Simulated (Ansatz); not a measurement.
Ansatz input file:

```yaml
crystal:
  lattice:
    - [0.0, 3.1240779502, 3.1240779502]
    - [3.1240779502, 0.0, 3.1240779502]
    - [3.1240779502, 3.1240779502, 0.0]
  atoms:
    - { symbol: K, position: [0.0, 0.0, 0.0] }
    - { symbol: Cl, position: [0.5, 0.5, 0.5] }
basis:
  ecutwfc: 420
kpoints:
  mp_grid: { grid: [6, 6, 6] }
hamiltonian:
  xc: pbe
scf:
  occupations: { method: gaussian, width: 0.02 }
output:
  forces: true
  stress: true
  eigenvalues: true
```

Launched with
```bash
ansatz run input.yaml --threads 1 --pin off --max-ram 2560MiB --backend cpu --events-out ev --progress --plain --runs-dir out
```

All numbers below come from DFT PBE, scalar-relativistic, plane waves, PAW in Ansatz 0.2.0.

Part of what the program printed, abridged:

```
Pseudopotentials: kind: paw
Pseudopotential: K, paw, valence charge 9, recommended cutoff 420 eV (normal)
Pseudopotential: Cl, paw, valence charge 7, recommended cutoff 420 eV (normal)
Functional definition: PBE
Crystal: 2 atoms, lattice volume = 60.981 Å³
Basis set: ecut = 420 eV, 1243 PW (Γ), exchange–correlation on 60×60×60 points (8 copies of the dense FFT grid, shifted against one another)
Bands: 12, of which v1, the nominal top of the filled ones, is band 8 counted from 1 (7 counted from 0)
Symmetry: 48 space group operations
Space group: Fm-3m (ITA 225), of the structure as read, at distance tolerance 3.9e-5 Å
k-points: 16 of 216
Initial density: superposition of atomic densities (neutral atoms: chi_scale 0, normalization atom), corrected by the library's trained network
Initial wavefunctions: pseudopotential atomic-orbital guess
Functional: x = pbe(κ = 0.804, μ = 0.21951497), c = pbe(β = 0.06672455)
SCF iter   1: F=—  HF=-2621.212261 eV  |F-HF|=—  |Δ(HF+E_count)|=         —  Δρ=2.24e-4  dr2=1.70e-5  ethr=1.77e-3  ⟨swp⟩=6.2  Hψ=1244  notcnv=0
SCF iter   2: F=—  HF=-2621.212068 eV  |F-HF|=—  |Δ(HF+E_count)|=   1.92e-4  Δρ=3.05e-4  dr2=8.80e-5  ethr=1.06e-7  ⟨swp⟩=3.6  Hψ=582  notcnv=0
SCF iter   3: F=—  HF=-2621.212050 eV  |F-HF|=—  |Δ(HF+E_count)|=   1.80e-5  Δρ=1.88e-4  dr2=3.28e-5  ethr=1.06e-7  ⟨swp⟩=2.0  Hψ=248  notcnv=0
SCF iter   4: F=—  HF=-2621.212041 eV  |F-HF|=—  |Δ(HF+E_count)|=   9.40e-6  Δρ=4.58e-5  dr2=7.24e-7  ethr=1.06e-7  ⟨swp⟩=2.0  Hψ=304  notcnv=0
SCF iter   5: F=—  HF=-2621.212045 eV  |F-HF|=—  |Δ(HF+E_count)|=   4.29e-6  Δρ=1.01e-4  dr2=8.46e-6  ethr=4.52e-9  ⟨swp⟩=3.1  Hψ=353  notcnv=0
SCF iter   6: F=—  HF=-2621.212043 eV  |F-HF|=—  |Δ(HF+E_count)|=   2.29e-6  Δρ=4.88e-5  dr2=1.95e-6  ethr=4.52e-9  ⟨swp⟩=2.0  Hψ=304  notcnv=0
SCF iter   7: F=-2621.212042 eV  HF=-2621.212042 eV  |F-HF|=6.56e-8  |Δ(HF+E_count)|=   6.54e-7  Δρ=9.96e-6  dr2=8.24e-8  ethr=6.25e-10  ⟨swp⟩=3.0  Hψ=736  notcnv=0
SCF 1 converged in 7 iterations: F = -2621.212042 eV  dr2 = 8.24e-8
SCF converged after 7 iterations
Free energy (F): -2621.212042 eV
Harris-Foulkes:  -2621.212042 eV  (|F-HF|=6.56e-8)
Internal energy: -2621.212042 eV  (E = F + TS)
E sigma→0 (E₀):  -2621.212042 eV
Fermi energy:    3.630499 eV
--- Per-component energies (eV) ---
  E_band       = -128.959357
  E_kinetic    = 416.568715
  E_local      = -826.001412  (includes V_loc(G=0)·N_el)
  E_nonlocal   = 41.087114
  E_hartree    = 276.732928
  E_xc         = -243.364361
  E_vxc        = -288.283015  (∫ρ·V_xc dr)
  E_paw        = -1441.200727  (= ΣΔE_a)
  E_vpaw       = -25.792733  (= ΣTr[D̂ρ^β])
  E_aug_tail   = 0.000087  (compensation charges beyond the density's cutoff)
  E_ewald      = -845.034386
  E_smearing   =  0.000000  (= −TS)
--- Forces (eV/Å), atoms counted from 1 ---
  atom   1  K      0.00000000     0.00000000     0.00000000
  atom   2  Cl     0.00000000     0.00000000     0.00000000
--- Stress (GPa, compression-positive) ---
        1.200492       0.000000       0.000000
        0.000000       1.200492       0.000000
        0.000000       0.000000       1.200492
  P = ⅓ Tr σ = 1.2005 GPa (12.005 kbar)
--- Band table (eV; the first three rows and the last of 16) ---
  k-point 0: bands = ["-26.1419", "-11.1433", "-9.6034", "-9.6034", "-9.6034", "0.9983", "0.9983", "0.9983", "6.2626", "9.3725", "9.3725", "9.3725"]
  k-point 1: bands = ["-26.1389", "-11.1971", "-9.6058", "-9.6058", "-9.5354", "0.6733", "0.9077", "0.9077", "6.9094", "9.2086", "9.7215", "9.7215"]
  k-point 2: bands = ["-26.1330", "-11.2936", "-9.6107", "-9.6107", "-9.4098", "0.1387", "0.7367", "0.7367", "8.1344", "9.3105", "10.6686", "10.6686"]
  k-point 15: bands = ["-26.1265", "-11.1159", "-9.7343", "-9.6873", "-9.5466", "0.4149", "0.5592", "0.6323", "8.2514", "9.9788", "10.1658", "11.2298"]
```

Self-consistency was reached.

Time: 1.1 s on 1 thread of Arm Neoverse V2, on a shared host, peak memory 0.27 GiB.